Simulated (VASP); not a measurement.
Input of a VASP 6.6.1 run:

Contents of INCAR:

```
SYSTEM = SiC
  PREC = Accurate
  ENCUT = 520
  EDIFF = 1E-7
  ISMEAR = 0
  SIGMA = 0.03
  LREAL = .False.
  LASPH = .True.
  NELM = 80
  ALGO = Normal
  ISIF = 2
  LWAVE = .False.
  LCHARG = .False.
  METAGGA = R2SCAN
  LMIXTAU = .True.
  NBANDS = 26
  KPAR = 2
```

Contents of KPOINTS:

```
Automatic mesh
0
Gamma
  12 12 3
  0 0 0
```

Contents of POSCAR:

```
SiC                                     
1.0
    3.0789830401      0.0000000000      0.0000000000
   -1.5394915200      2.6664775305      0.0000000000
    0.0000000000      0.0000000000     10.0795947977
  Si              C             
     4     4
Direct
     0.6666666699999979    0.3333333300000021    0.9378313346205758
     0.3333333300000021    0.6666666699999979    0.4378313346205758
     0.0000000000000000    0.0000000000000000    0.6878993575391306
     0.0000000000000000    0.0000000000000000    0.1878993575391306
     0.6666666699999979    0.3333333300000021    0.7498119035729829
     0.3333333300000021    0.6666666699999979    0.2498119035729829
     0.0000000000000000    0.0000000000000000    0.5004564042673110
     0.0000000000000000    0.0000000000000000    0.0004564042673110
```

The input KPOINTS_OPT:

```
explicit points
213
Reciprocal
 0.0000000000  0.0000000000  0.0000000000 1
 0.0357142857  0.0000000000  0.0000000000 1
 0.0714285714  0.0000000000  0.0000000000 1
 0.1071428571  0.0000000000  0.0000000000 1
 0.1428571429  0.0000000000  0.0000000000 1
 0.1785714286  0.0000000000  0.0000000000 1
[... 205 lines left out ...]
 0.5000000000  0.0000000000  0.0560977600 1
 0.5000000000  0.0000000000 -0.0560977600 1
```

Potentials or basis: VASP PAW PBE potentials, release 64 (Si, C).

Launch:

```bash
$ cat potpaw_PBE.64/Si/POTCAR potpaw_PBE.64/C/POTCAR > POTCAR
$ mpirun -np 2 vasp_std > vasp.out
```

Problem. What does it give for the largest force?

Solution. 0.005 eV/Å.

Problem. What does it give for the pressure?

Solution. -0.5 GPa.

Problem. Predict the band gap along the path.

Solution. 2.61 eV, indirect (least direct gap 3.79 eV).

Problem. Predict the band gap on the k mesh.

Solution. 2.61 eV, indirect (least direct gap 3.79 eV).

Levels at the corners of the path, in eV from the valence-band top:
| point | band 12 | band 13 | band 14 | band 15 | band 16 | band 17 | band 18 | band 19 | band 20 | band 21 |
| --- | --- | --- | --- | --- | --- | --- | --- | --- | --- | --- |
| Γ | -0.61 | -0.61 | -0.05 | 0.00 | 0.00 | 5.65 | 6.24 | 6.88 | 6.90 | 7.50 |
| M | -2.50 | -2.47 | -2.33 | -1.64 | -1.18 | 2.61 | 2.77 | 4.72 | 5.27 | 5.83 |
| M | -2.50 | -2.47 | -2.33 | -1.64 | -1.18 | 2.61 | 2.77 | 4.72 | 5.27 | 5.83 |
| K | -4.53 | -4.12 | -2.97 | -2.97 | -1.75 | 4.43 | 4.43 | 5.71 | 6.12 | 6.12 |
| K | -4.53 | -4.12 | -2.97 | -2.97 | -1.75 | 4.43 | 4.43 | 5.71 | 6.12 | 6.12 |
| Γ | -0.61 | -0.61 | -0.05 | 0.00 | 0.00 | 5.65 | 6.24 | 6.88 | 6.90 | 7.50 |
| Γ | -0.61 | -0.61 | -0.05 | 0.00 | 0.00 | 5.65 | 6.24 | 6.88 | 6.90 | 7.50 |
| A | -1.10 | -0.22 | -0.22 | -0.22 | -0.22 | 5.87 | 5.87 | 7.36 | 7.36 | 7.59 |
| A | -1.10 | -0.22 | -0.22 | -0.22 | -0.22 | 5.87 | 5.87 | 7.36 | 7.36 | 7.59 |
| L | -3.16 | -2.57 | -2.57 | -1.63 | -1.63 | 3.05 | 3.05 | 4.69 | 4.69 | 6.67 |
| L | -3.16 | -2.57 | -2.57 | -1.63 | -1.63 | 3.05 | 3.05 | 4.69 | 4.69 | 6.67 |
| H | -5.18 | -2.85 | -2.85 | -2.55 | -2.55 | 3.68 | 3.68 | 7.26 | 7.26 | 7.31 |
| H | -5.18 | -2.85 | -2.85 | -2.55 | -2.55 | 3.68 | 3.68 | 7.26 | 7.26 | 7.31 |
| A | -1.10 | -0.22 | -0.22 | -0.22 | -0.22 | 5.87 | 5.87 | 7.36 | 7.36 | 7.59 |
| L | -3.16 | -2.57 | -2.57 | -1.63 | -1.63 | 3.05 | 3.05 | 4.69 | 4.69 | 6.67 |
| M | -2.50 | -2.47 | -2.33 | -1.64 | -1.18 | 2.61 | 2.77 | 4.72 | 5.27 | 5.83 |
| K | -4.53 | -4.12 | -2.97 | -2.97 | -1.75 | 4.43 | 4.43 | 5.71 | 6.12 | 6.12 |
| H | -5.18 | -2.85 | -2.85 | -2.55 | -2.55 | 3.68 | 3.68 | 7.26 | 7.26 | 7.31 |

Caveat: the PAW data sets were made with another functional, which shifts forces and pressure a little. r2SCAN opens gaps a little over a GGA but as a rule still falls short of measured ones.
